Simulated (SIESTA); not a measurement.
Wanted: the native input for a SIESTA 5.4.2 run.

| Quantity | Value |
| --- | --- |
| Task | single point |
| Functional | PBEsol |
| Potentials or basis | PseudoDojo 0.4 standard (PBEsol files) |
| Basis | DZP (energy shift 0.003 Ry; two zetas on semicore shells) |
| Grid cutoff | 800 Ry |
| Energy shift | 0.003 Ry |
| k mesh | 10 × 10 × 5 |
| Occupations | fermi-dirac, width 0.05 eV |
| Spin | no spin polarisation |

The system is Hf.

```xyz
2
Lattice="3.1967 0.0000 0.0000 -1.5983 2.7684 0.0000 0.0000 0.0000 5.0578" Properties=species:S:1:pos:R:3 pbc="T T T"
Hf    1.5984    0.9228    3.7934
Hf    0.0000    1.8456    1.2645
```

These files were run (other wordings do the same):

Hf.fdf

```
SystemName                      Hafnium
SystemLabel                     Hf
NumberOfSpecies                 1
NumberOfAtoms                   2
%block ChemicalSpeciesLabel
  1  72 Hf
%endblock ChemicalSpeciesLabel

LatticeConstant                 1.0 Ang
%block LatticeVectors
     3.1967000000     0.0000000000     0.0000000000
    -1.5983500000     2.7684234083     0.0000000000
     0.0000000000     0.0000000000     5.0578000000
%endblock LatticeVectors
AtomicCoordinatesFormat         Fractional
%block AtomicCoordinatesAndAtomicSpecies
     0.6666666667     0.3333333333     0.7500000000  1  Hf
     0.3333333333     0.6666666667     0.2500000000  1  Hf
%endblock AtomicCoordinatesAndAtomicSpecies

%block kgrid.MonkhorstPack
   10   0   0  0.0
    0  10   0  0.0
    0   0   5  0.0
%endblock kgrid.MonkhorstPack
XC.Functional                   GGA
XC.Authors                      PBEsol
PAO.BasisSize                   DZP
PAO.EnergyShift                 0.003 Ry
Mesh.Cutoff                     800 Ry
OccupationFunction              FD
ElectronicTemperature           0.05 eV
MaxSCFIterations                120
SCF.MustConverge                false
SCF.Mixer.Method                Pulay
SCF.Mixer.Weight                0.25
SCF.Mixer.History               8
SCF.DM.Tolerance                5.0e-05
SCF.H.Tolerance                 1.0e-03 eV
WriteForces                     true
Charge.Mulliken                 end
Charge.Hirshfeld                end
Charge.Voronoi                  end
SaveRho                         true
SaveElectrostaticPotential      true
%block PAO.Basis
  Hf 5
  n=5 0 2
    3.241 0.000
  n=6 0 2
    8.114 0.000
  n=5 1 2
    3.929 0.000
  n=6 1 1
    8.114
  n=5 2 2
    7.842 0.000
%endblock PAO.Basis
```

Potentials or basis: PseudoDojo 0.4 standard (PBEsol files), DZP (energy shift 0.003 Ry; two zetas on semicore shells).

Command:

```sh
$ siesta < Hf.fdf > Hf.out 2>&1
```

It gave:

```json
{
 "Pressure": "-3.5 GPa",
 "Band gap on the k mesh": "none (metal or under the smearing width)"
}
```

Caveat: short orbitals over semicore shells can move pressures by several GPa; the basis of atomic orbitals isn't converged, which shifts pressures, moduli and gaps.

Run time: 71 s on 1 thread of Arm Neoverse V1, with other jobs on the host, peak memory 0.34 GiB.
